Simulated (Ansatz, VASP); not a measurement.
**HfB: VASP beside Ansatz**

Contents of INCAR:

```
SYSTEM = HfB
  PREC = Accurate
  ENCUT = 520
  EDIFF = 1E-6
  ISMEAR = -1
  SIGMA = 0.05
  LREAL = .False.
  LASPH = .True.
  NELM = 150
  ALGO = Normal
  ISIF = 2
  LWAVE = .False.
  LCHARG = .False.
  MAGMOM = 0 0 0 0 0 0
  LORBIT = 11
  LSORBIT = .True.
  GGA_COMPAT = .False.
  LORBMOM = .True.
  LMAXMIX = 4
  GGA = PS
  NBANDS = 25
```

File KPOINTS:

```
regular mesh
0
Gamma
  8 8 8
  0 0 0
```

Contents of POSCAR:

```
HfB
1.0
    0.0000000000      2.3100000000      2.3100000000
    2.3100000000      0.0000000000      2.3100000000
    2.3100000000      2.3100000000      0.0000000000
Hf B
1 1
Direct
    0.5000000000      0.5000000000      0.5000000000
    0.0000000000      0.0000000000      0.0000000000
```

input.yaml

```yaml
crystal:
  lattice:
    - [0.0, 2.31, 2.31]
    - [2.31, 0.0, 2.31]
    - [2.31, 2.31, 0.0]
  atoms:
    - { symbol: Hf, position: [0.5, 0.5, 0.5] }
    - { symbol: B, position: [0.0, 0.0, 0.0] }
kpoints:
  mp_grid: { grid: [8, 8, 8] }
  band_path:
    path:
      - [0.0, 0.0, 0.0]
      - [0.5, 0.0, 0.5]
      - [0.5, 0.25, 0.75]
      - [0.375, 0.375, 0.75]
      - [0.0, 0.0, 0.0]
      - [0.5, 0.5, 0.5]
      - [0.625, 0.25, 0.625]
      - [0.5, 0.25, 0.75]
    npoints: 12
scf:
  occupations: { method: fermi_dirac, width: 0.05 }
hamiltonian:
  xc: pbesol
  pseudopotentials: { kind: all_electron, lapw: { basis_error: 0.001 } }
magnetization:
  noncollinear: true
  spin_orbit: true
output:
  forces: true
  stress: true
  eigenvalues: true
```

Alike in both runs: functional PBEsol; k mesh 8 × 8 × 8; occupations fermi-dirac, width 0.05 eV; non-collinear spin, spin-orbit coupling.

```csv
,VASP,Ansatz
version,VASP 6.6.1,Ansatz 0.2.0
potentials or method,"VASP PAW PBE potentials, release 64 (Hf_pv, B)","all-electron LAPW, relativistic spinors"
plane-wave cutoff (eV),520,see its input
task,single point,band structure
```

|  | VASP | Ansatz | Ansatz less VASP |
| --- | --- | --- | --- |
| gap on the k mesh at the Fermi level (eV) | none | none | - |
| pressure (GPa) | 24.1 | 22.6 | -1.53 |
| net moment per atom (μB) | 0.00 | 0.00 | 0.000 |

A gap of «none» marks a metal or a gap that the smearing closes. Ansatz ran all-electron here, so the differences hold the error of VASP's frozen core and of both bases.

Caveats: so large a pressure means that the cell lies far from this level's equilibrium, or that cutoff or potentials fall short (VASP); the potentials were made for another functional, which shifts forces and pressure (VASP); the k mesh is thin for a metal, which can move the energy by tens of meV per atom (Ansatz).
